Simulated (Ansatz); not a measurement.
**TaN: stress in a strained cell**

TaN is deformed so: equal xy, yz and zx engineering shear strains of -2 %. What stress and forces result, by LAPW, PAW and all-electron datasets made for the crystal?

Program: Ansatz 0.2.0. Level of theory: DFT PBE, scalar-relativistic. These are calculated values, not measurements.

### Step 1. The starting structure

It takes space group Fm-3m (No. 225, cubic). The conventional cell has a = 4.358 Å, b = 4.358 Å, c = 4.358 Å, α = 90.00°, β = 90.00°, γ = 90.00°. Ta (site symmetry m-3m) is surrounded by 6 N at 2.18 Å. N (site symmetry m-3m) is surrounded by 6 Ta at 2.18 Å.

Coordinates:

```
Ta N
1.0
     0.00000    2.17900    2.17900
     2.17900    0.00000    2.17900
     2.17900    2.17900    0.00000
Ta N
1 1
Direct
  0.50000 0.50000 0.50000
  0.00000 0.00000 0.00000
```

Atoms are numbered in the order of the input: Ta1, N2.

### Step 2. After the deformation

Space group Fm-3m before, R-3m after.

### Step 3. All-electron LAPW

The input, input.yaml:

```yaml
crystal:
  lattice:
    - [-0.04358, 2.15721, 2.15721]
    - [2.15721, -0.04358, 2.15721]
    - [2.15721, 2.15721, -0.04358]
  atoms:
    - { symbol: Ta, position: [0.5, 0.5, 0.5] }
    - { symbol: "N", position: [0.0, 0.0, 0.0] }
kpoints:
  mp_grid: { grid: [9, 9, 9] }
  band_path:
    path:
      - [0.0, 0.0, 0.0]
      - [0.5, 0.5, 0.5]
      - [0.2551801333, 0.5, 0.7448198667]
      - [-0.2551801333, 0.2551801333, 0.5]
      - [0.0, 0.0, 0.5]
      - [0.0, 0.0, 0.0]
      - [-0.3775900666, 0.0, 0.3775900666]
      - [0.0, 0.3775900666, 0.6224099334]
      - [0.0, 0.5, 0.5]
    npoints: 5
scf:
  occupations: { method: fermi_dirac, width: 0.02 }
hamiltonian:
  xc: pbe
  pseudopotentials: { kind: all_electron, lapw: { basis_error: 0.0005 } }
output:
  forces: true
  stress: true
  eigenvalues: true
```

Command:

```console
> ansatz run input.yaml --threads 1 --pin off --max-ram 3072MiB --backend cpu --events-out ev --progress --plain --runs-dir out
```

What it wrote (excerpt; [...] marks lines left out):

```text
LAPW: plane waves up to 10.204 Å⁻¹, error target 5.0e-4 eV per atom; small_component_spin mean_spin; N in spheres of 0.923 Å, 7 of its electrons in bands, Dirac shells []; Ta in spheres of 1.256 Å, 43 of its electrons in bands, Dirac shells []
[...]
Pseudopotentials: kind: all_electron
Pseudopotential: Ta, LAPW, valence charge 43, Koelling and Harmon's equation, gaussian nucleus
Pseudopotential: N, LAPW, valence charge 7, Koelling and Harmon's equation, gaussian nucleus
Functional definition: PBE
[...]
Crystal: 2 atoms, lattice volume = 20.686 Å³
Basis set: ecut = 396.68576803909554 eV, 351 PW (Γ), exchange–correlation at level 2
Bands: 30, of which v1, the nominal top of the filled ones, is band 25 counted from 1 (24 counted from 0)
Symmetry: 12 space group operations
Space group: R-3m (ITA 166), of the structure as read, at distance tolerance 2.7e-5 Å
k-points: 85 of 729
[...]
SCF iter   1: F=—  HF=-426062.640293 eV  |F-HF|=—  |Δ(HF+E_count)|=         —  Δρ=1.30e-1  dr2=4.18e0  ethr=8.36e-3  ⟨swp⟩=2.0  Hψ=16233  notcnv=0
[...]
the basis was enlarged: its passes take 1.9 MiB over the memory plan, 1 of 1 planned eigensolver slots
[...]
SCF iter   7: F=-426060.852830 eV  HF=-426060.852830 eV  |F-HF|=3.93e-8  |Δ(HF+E_count)|=   1.10e-6  Δρ=1.09e-5  dr2=8.49e-9  ethr=2.16e-9  ⟨swp⟩=2.9  Hψ=7819  notcnv=0
[...]
NSCF: frozen V_eff on 41 k-points
SCF converged after 7 iterations
Free energy (F): -426060.852830 eV
[...]
E sigma→0 (E₀):  -426060.852345 eV
Entropy (-TS):   -0.000972 eV (-0.486 meV/atom)
Fermi energy:    27.659321 eV
[...]
--- Forces (eV/Å), atoms counted from 1 ---
  atom   1  Ta     0.00000000     0.00000000    -0.00000000
  atom   2  N     -0.00000000     0.00000000     0.00000000
[...]
--- Stress (GPa, compression-positive) ---
       14.683047       0.814423       0.814423
        0.814423      14.683047       0.814423
        0.814423       0.814423      14.683047
  P = ⅓ Tr σ = 14.6830 GPa (146.830 kbar)
--- Band table (eV; the first three rows and the last of 85) ---
[...]
```

Wall time 22 s (1 thread of Arm Neoverse V2, shared host); peak memory 0.47 GiB.

In short: pressure 14.68 GPa; no gap.

### Step 4. Frozen-core PAW

The input, input.yaml:

```yaml
crystal:
  lattice:
    - [-0.04358, 2.15721, 2.15721]
    - [2.15721, -0.04358, 2.15721]
    - [2.15721, 2.15721, -0.04358]
  atoms:
    - { symbol: Ta, position: [0.5, 0.5, 0.5] }
    - { symbol: "N", position: [0.0, 0.0, 0.0] }
kpoints:
  mp_grid: { grid: [9, 9, 9] }
scf:
  occupations: { method: fermi_dirac, width: 0.02 }
hamiltonian:
  xc: pbe
  pseudopotentials: { kind: paw }
output:
  forces: true
  stress: true
  eigenvalues: true
  efg: { contact_densities: true }
```

Command:

```console
> ansatz run input.yaml --threads 1 --pin off --max-ram 3072MiB --backend cpu --events-out ev --progress --plain --runs-dir out
```

What it wrote (excerpt; [...] marks lines left out):

```text
Ta: output.efg is read without spin–orbit coupling, which moves field gradients at and beside such atoms by some per cent and up to a factor of two; PAW files take it under magnetization.noncollinear and magnetization.spin_orbit
[...]
Pseudopotentials: kind: paw
Pseudopotential: Ta, paw, valence charge 13, recommended cutoff 420 eV (normal)
Pseudopotential: N, paw, valence charge 5, recommended cutoff 420 eV (normal)
[... 1 set-up line as earlier in the session ...]
[...]
Crystal: 2 atoms, lattice volume = 20.686 Å³
Basis set: ecut = 420 eV, 411 PW (Γ), exchange–correlation on 48×48×48 points (8 copies of the dense FFT grid, shifted against one another)
Bands: 13, of which v1, the nominal top of the filled ones, is band 9 counted from 1 (8 counted from 0)
[... 2 set-up lines as earlier in the session ...]
k-points: 85 of 729
[...]
--- Forces (eV/Å), atoms counted from 1 ---
  atom   1  Ta     0.00000000     0.00000000    -0.00000000
  atom   2  N      0.00000000     0.00000000    -0.00000000
[...]
--- Stress (GPa, compression-positive) ---
       14.641710       0.817725       0.817725
        0.817725      14.641710       0.817725
        0.817725       0.817725      14.641710
  P = ⅓ Tr σ = 14.6417 GPa (146.417 kbar)
--- PAW observables at the nuclei: V_zz in 10²¹ V/m², potentials from the cell's mean, atoms counted from 1 ---
  atom   1  Ta V_zz =    +0.229971   η = 0.0000   by run symmetry: allowed
            electrostatic potential = -14502.490644 V   contact ρ = 8154407.396470 e/Å³
  atom   2  N  V_zz =    -0.132395   η = 0.0000   by run symmetry: allowed
            electrostatic potential = -531.010761 V   contact ρ = 1413.675245 e/Å³
--- Band table (eV; the first three rows and the last of 85) ---
  k-point 0: bands = ["-47.0600", "-13.3193", "-13.3193", "-13.2616", "3.2843", "18.3957", "18.3957", "18.5628", "20.0137", "20.0137", "20.4995", "22.4654", "22.4654"]
[...]
```

Run time: 2.6 s. Hardware: 1 thread of Arm Neoverse V2, shared host; peak memory 0.35 GiB.

Read from it: pressure 14.64 GPa; no gap; Vzz Ta1 0.23 (η = 0.00), N2 -0.13 (η = 0.00) (10²¹ V/m²).

### Step 5. All-electron PAW on datasets made for the crystal

Changes to input.yaml since step 4:

```diff
@@ -14,3 +14,3 @@
   xc: pbe
-  pseudopotentials: { kind: paw }
+  pseudopotentials: { kind: all_electron, datasets: crystal }
 output:
```

Command:

```console
> ansatz run input.yaml --threads 1 --pin off --max-ram 3072MiB --backend cpu --events-out ev --progress --plain --runs-dir out
```

What it wrote (excerpt; [...] marks lines left out):

```text
[...]
band count auto-derived: 22 (N_el = 32.0; filled up to band 16; 20 by the electrons, moments and atoms)
Ta: output.efg is read without spin–orbit coupling, which moves field gradients at and beside such atoms by some per cent and up to a factor of two; PAW files take it under magnetization.noncollinear and magnetization.spin_orbit
[...]
[... 1 set-up line as earlier in the session ...]
Pseudopotential: Ta, paw, valence charge 27, recommended cutoff 480 eV (normal), Koelling and Harmon's equation, gaussian nucleus
Pseudopotential: N, paw, valence charge 5, recommended cutoff 480 eV (normal), Koelling and Harmon's equation, gaussian nucleus
[... 1 set-up line as earlier in the session ...]
[...]
Crystal: 2 atoms, lattice volume = 20.686 Å³
Basis set: ecut = 480 eV, 525 PW (Γ), exchange–correlation on 48×48×48 points (8 copies of the dense FFT grid, shifted against one another)
[...]
  atom   1  Ta    -0.00000000    -0.00000000     0.00000000
  atom   2  N     -0.00000000     0.00000000     0.00000000
[...]
--- Stress (GPa, compression-positive) ---
       14.683476       0.814274       0.814274
        0.814274      14.683476       0.814274
        0.814274       0.814274      14.683476
  P = ⅓ Tr σ = 14.6835 GPa (146.835 kbar)
--- PAW observables at the nuclei: V_zz in 10²¹ V/m², potentials from the cell's mean, atoms counted from 1 ---
  atom   1  Ta V_zz =    +0.151882   η = 0.0000   by run symmetry: allowed
            electrostatic potential = -14502.231050 V   contact ρ = 8150545.987139 e/Å³
  atom   2  N  V_zz =    -0.131504   η = 0.0000   by run symmetry: allowed
            electrostatic potential = -531.037797 V   contact ρ = 1413.936646 e/Å³
--- Band table (eV; the first three rows and the last of 85) ---
  k-point 0: bands = ["-41.6538", "-7.9115", "-7.9115", "-7.8545", "6.5876", "6.5876", "6.5887", "6.6284", "6.6644", "6.6689", "6.6689", "8.7074", "23.8338", "23.8338", "24.0003", "25.4355", "25.4355", "25.9208", "27.8826", "27.8826"]
[...]
```

It took 12 s on 1 thread of Arm Neoverse V2, shared host; peak memory 0.59 GiB.

Result: pressure 14.68 GPa; no gap; Vzz Ta1 0.15 (η = 0.00), N2 -0.13 (η = 0.00) (10²¹ V/m²).

### Step 6. Side by side

Stress (GPa, compression positive):

```
          method     xx     yy     zz    yz    xz    xy
            LAPW  14.68  14.68  14.68  0.81  0.81  0.81
             PAW  14.64  14.64  14.64  0.82  0.82  0.82
crystal datasets  14.68  14.68  14.68  0.81  0.81  0.81
```

| method | pressure (GPa) | Vzz Ta1 (10²¹ V/m²) | Vzz N2 (10²¹ V/m²) | SCF cycles, all passes |
| --- | --- | --- | --- | --- |
| LAPW | 14.68 | – | – | 7 |
| PAW | 14.64 | 0.23 | -0.13 | 6 |
| crystal datasets | 14.68 | 0.15 | -0.13 | 9 |

### Step 7. Summary of results

```
                                 quantity                                              value
                                 pressure  LAPW 14.68, PAW 14.64, crystal datasets 14.68 GPa
largest shear or deviatoric stress (LAPW)                                           0.81 GPa
```

In words: The largest part of the stress beyond the pressure is 0.81 GPa in size; the atoms are carried along and not relaxed. No run of the undeformed cell stands beside it, so the pressure holds what the given cell had before the change. PAW: stress within 0.04 GPa of LAPW. Crystal datasets: stress within 0.01 GPa of LAPW. Spin-orbit coupling is left out, though the cell holds Ta; in elements this heavy it can shift bands and gaps by tenths of an eV.
